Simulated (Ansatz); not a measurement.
Crystal: PbSe (Clausthalite).

```
CELL_PARAMETERS angstrom
0.00000 3.06065 3.06065
3.06065 0.00000 3.06065
3.06065 3.06065 0.00000
ATOMIC_POSITIONS crystal
Pb 0.99764 0.01148 0.99720
Se 0.48895 0.50900 0.49675
```

The cell isn't the ideal one: atoms moved at random, drawn with an rms of 0.05 Å.

Below is the output of Ansatz 0.2.0 for this cell. Logs are shortened: lines on timing, memory, paths and dates and some standing lists are left out, and cuts for length are marked.

```text
Warning: the checks of this Pb dataset prove no rule for summing its radial tables, as where they were carried onto another mesh than they were made on, and Gregory's rule is taken, under which a leading mesh point left out moves its sums only by what lay on the interval it spanned. That does not make them correct, and they differ from Quantum ESPRESSO's on this file; a re-export a fraction of a mesh step off can move them. hamiltonian.pseudopotentials.radial_quadrature: simpson_from_first_knot sums it by `pw.x`'s rule; on a PAW file no value gives `pw.x`'s numbers. What more to know: hamiltonian.pseudopotentials.radial_quadrature, in the input reference
Warning: the checks of this Se dataset prove no rule for summing its radial tables, as where they were carried onto another mesh than they were made on, and Gregory's rule is taken, under which a leading mesh point left out moves its sums only by what lay on the interval it spanned. That does not make them correct, and they differ from Quantum ESPRESSO's on this file; a re-export a fraction of a mesh step off can move them. hamiltonian.pseudopotentials.radial_quadrature: simpson_from_first_knot sums it by `pw.x`'s rule; on a PAW file no value gives `pw.x`'s numbers. What more to know: hamiltonian.pseudopotentials.radial_quadrature, in the input reference
Warning: RAYON_NUM_THREADS=1 ignored (pool sized by the plan → 1); use --threads N
Engine: ansatz 0.2.0, aarch64-unknown-linux-gnu
Pseudopotentials: kind: paw
Pseudopotential: Pb, paw, valence charge 14, recommended cutoff 1800 eV (normal), Pb.paw.azcp
Pseudopotential: Se, paw, valence charge 6, recommended cutoff 270 eV (normal), Se.paw.azcp
Functional definition: SPW92
  exchange = slater_x
  correlation = pw_c
Crystal: 2 atoms, lattice volume = 57.342 Å³
Basis set: ecut = 1800 eV, 9841 PW (Γ), exchange–correlation on 144×144×144 points (8 copies of the dense FFT grid, shifted against one another)
Bands: 14, of which v1, the nominal top of the filled ones, is band 10 counted from 1 (9 counted from 0)
Symmetry: 1 space group operations
Space group: P1 (ITA 1), of the structure as read, at distance tolerance 3.9e-5 Å
k-points: 112 of 216 (time reversal used)
Non-local potential: Pb, projectors of the file, l = 0: 2, l = 1: 2, l = 2: 2
Non-local potential: Se, projectors of the file, l = 0: 2, l = 1: 2
PAW form: compensated (Kresse and Joubert's): semilocal exchange-correlation on the pseudo side sees the compensation charge
PAW one-centre angular grid: Pb, 590 points (default); XC on 161 of its mesh's 985 points in the sphere
PAW one-centre angular grid: Se, 110 points (default); XC on 64 Gauss nodes
Initial density: superposition of atomic densities (chi_scale 0.1, normalization cell, long waves kept (reshape's long-wave potential 0.00 eV rms))
Initial wavefunctions: pseudopotential atomic-orbital guess
Functional: x = slater, c = lda
iter 1 solved again at ethr=2.81e-3 eV; its pass at ethr=3.10e-3 eV (dr2=5.63e-1 eV) is discarded
SCF iter   1: F=—  HF=-14030.543714 eV  |F-HF|=—  |Δ(HF+E_count)|=         —  Δρ=1.06e-2 (↑1.06e-2 ↓1.06e-2)  dr2=5.63e-1  dr2_m=0.00e0  M=0.000 μB ∫|m|=0.000 μB  β_m=0.30  ethr=2.81e-3  ⟨swp⟩=1.0  Hψ=15637  notcnv=0
preconditioner: auto → none  [insulator: Δε(μ)=0.465 eV  Ē_g=15.101 eV  σ=0.150 eV  W_gap=0.97  n_scr=14 (ndim 8)  ℏωp=21.9 eV  f_vac=0.000  D(μ)=0.02/eV (n_scr^D=0)  ε∞_Penn≈3.1]
[... 11 lines left out ...]
Spin contamination: 0.0000 ħ² per cell (⟨S²⟩ above its minimum at these occupations)
Per-site moments (μB) at R_I (Å): [(0.0, 1.2484771636973035), (0.0, 1.2484771636973035)]
Free energy (F): -14030.377128 eV
Harris-Foulkes:  -14030.377128 eV  (|F-HF|=4.69e-8)
Internal energy: -14030.375321 eV  (E = F + TS)
E sigma→0 (E₀):  -14030.376224 eV
Entropy (-TS):   -0.001806 eV (-0.903 meV/atom)
Fermi energy:    7.480208 eV
--- Per-component energies (eV) ---
  E_band       = -74.718599
  E_kinetic    = 230.267355
  E_local      = -1621.122742  (includes V_loc(G=0)·N_el)
  E_nonlocal   = 905.317880
  E_hartree    = 566.562810
  E_xc         = -392.398061
  E_vxc        = -367.945099  (∫ρ·V_xc dr)
  E_paw        = -12252.659767  (= ΣΔE_a)
  E_vpaw       = -354.353404  (= ΣTr[D̂ρ^β])
  E_aug_tail   = -0.000001  (compensation charges beyond the density's cutoff)
  E_ewald      = -1466.342794
  E_smearing   = -0.001806  (= −TS)
  E_closure    = 0.000000  (closes the sum)
  Σ components = -14030.377128   (vs F -14030.377128, Δ=0.00e0)
--- Forces (eV/Å), atoms counted from 1 ---
  atom   1  Pb     0.00055942     0.00199715     0.00266256
  atom   2  Se    -0.00056233    -0.00200721    -0.00267621
  max |Σ_I F_I| component: 1.36e-5 eV/Å
--- Stress (GPa, compression-positive) ---
       -2.199107       0.002468       0.002977
        0.002468      -2.169208       0.009166
        0.002977       0.009166      -2.152698
  P = ⅓ Tr σ = -2.1737 GPa (-21.737 kbar)
--- Band table (eV; the first three rows and the last of 224) ---
  k-point 0 ↑: bands = ["-9.3174", "-9.3174", "-9.3149", "-9.3147", "-9.3147", "-6.2307", "0.9591", "5.5459", "5.5496", "5.5516", "12.0068", "12.0120", "12.0230", "13.9441"]
  k-point 1 ↑: bands = ["-9.3232", "-9.3230", "-9.3137", "-9.3067", "-9.3066", "-6.0230", "0.3242", "5.6244", "5.6256", "5.9733", "10.4381", "10.9880", "10.9926", "13.6900"]
  k-point 2 ↑: bands = ["-9.3355", "-9.3351", "-9.3122", "-9.2897", "-9.2895", "-5.5074", "-0.8602", "5.8299", "5.8302", "6.6957", "8.6538", "9.6104", "9.6132", "14.4381"]
  k-point 111 ↓: bands = ["-9.3413", "-9.3412", "-9.3119", "-9.2810", "-9.2809", "-5.1631", "-1.4819", "5.9763", "5.9811", "7.3421", "7.6158", "9.0145", "9.0199", "15.8616"]
```

Q: Write the input and the command behind it.

A: Single point with LDA, collinear spin, program default start. The files as run (others can give the same):

input.yaml
```yaml
crystal:
  lattice:
    - [0.0, 3.06065, 3.06065]
    - [3.06065, 0.0, 3.06065]
    - [3.06065, 3.06065, 0.0]
  atoms:
    - { symbol: Pb, position: [-0.002362, 0.011477, -0.002796] }
    - { symbol: Se, position: [0.488947, 0.509, 0.496752] }
hamiltonian:
  xc: lda
  pseudopotentials: { kind: paw, xc_functional: lda, accuracy: standard }
magnetization:
  spin_polarized: true
kpoints:
  mp_grid: { grid: [6, 6, 6] }
scf:
  occupations: { method: gaussian, width: 0.15 }
  lower_state_search: standard
output:
  forces: true
  stress: true
  eigenvalues: true
basis:
  xc_grid: 2
```

Potentials or basis: JTH PAW LDA.
Run with:
```console
$ ansatz run input.yaml --threads 1 --pin off --max-ram 2560MiB --backend cpu --events-out ev --progress --plain --runs-dir out
```

Caveat: spin-orbit coupling is left out, which as a rule narrows the gap of such compounds by several tenths of an eV.
